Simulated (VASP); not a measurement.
## Ir under changes of volume

One of the cells (14.340 Å³/atom); the others are scaled copies at fixed shape and fractional positions:

```xyz
1
Lattice="0.0000 1.9283 1.9283 1.9283 0.0000 1.9283 1.9283 1.9283 0.0000" Properties=species:S:1:pos:R:3 pbc="T T T"
Ir    0.0000    0.0000    0.0000
```

| Item | Value |
| --- | --- |
| Program | VASP 6.6.1 |
| Functional | PBE |
| Potentials or basis | VASP PAW PBE potentials, release 64 (Ir) |
| Cutoff | 520 eV |
| k mesh | 12 × 12 × 12 |
| Occupations | fermi-dirac, width 0.05 eV |
| Spin | no spin polarisation |

```csv
volume (Å³/atom),energy over the lowest point (meV/atom),pressure (GPa)
13.215,?,?
13.496,87.59,30.3
13.778,43.13,20.5
14.340,1.04,4.1
14.621,0.00,-2.8
14.902,10.32,-8.9
```

Problem. What does the run at 13.215 Å³/atom give?

Solution. Energy over the lowest point 150.30 meV/atom; pressure 41.3 GPa.

Worked out: A Birch-Murnaghan fit of order 3 (a polynomial in V^(-2/3)) to the other rows has its minimum at 14.50 Å³/atom with B0 = V·E''(V) = 352 GPa and B' = 4.9. It gives 149.98 meV/atom at 13.215 Å³/atom, against the run's 150.30, and -dE/dV = 41.1 GPa, against 41.3.

Energies are extrapolated to zero smearing.
